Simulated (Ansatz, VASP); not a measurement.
# Two plane-wave programs on SrTiO3

```
CELL_PARAMETERS angstrom
3.93643 0.00000 0.00000
0.00000 3.93643 0.00000
0.00000 0.00000 3.93643
ATOMIC_POSITIONS crystal
Sr 0.50000 0.50000 0.50000
Ti 0.00000 0.00000 0.00000
O 0.50000 0.00000 0.00000
O 0.00000 0.50000 0.00000
O 0.00000 0.00000 0.50000
```

Alike in both runs: functional PBE; k mesh 8 × 8 × 8; occupations gaussian, width 0.02 eV; no spin polarisation.

Ansatz relaxed the structure, and its values are those at the end. VASP's run is a single point on that final structure, the one shown.

|  | VASP | Ansatz |
| --- | --- | --- |
| version | VASP 6.6.1 | Ansatz 0.2.0 |
| potentials or method | VASP PAW PBE potentials, release 64 (Sr_sv, Ti_sv, O) | scalar-relativistic, plane waves, PAW |
| plane-wave cutoff (eV) | 520 | 420 |
| valence electrons in the cell | 40 | 40 |

|  | VASP | Ansatz | Ansatz less VASP |
| --- | --- | --- | --- |
| gap on the k mesh at the Fermi level (eV) | 1.81 | 1.84 | +0.031 |
| least direct gap on the mesh (eV) | 2.18 | 2.20 | +0.020 |
| pressure (GPa) | 0.6 | 0.0 | -0.62 |

A k mesh can miss the band edges.
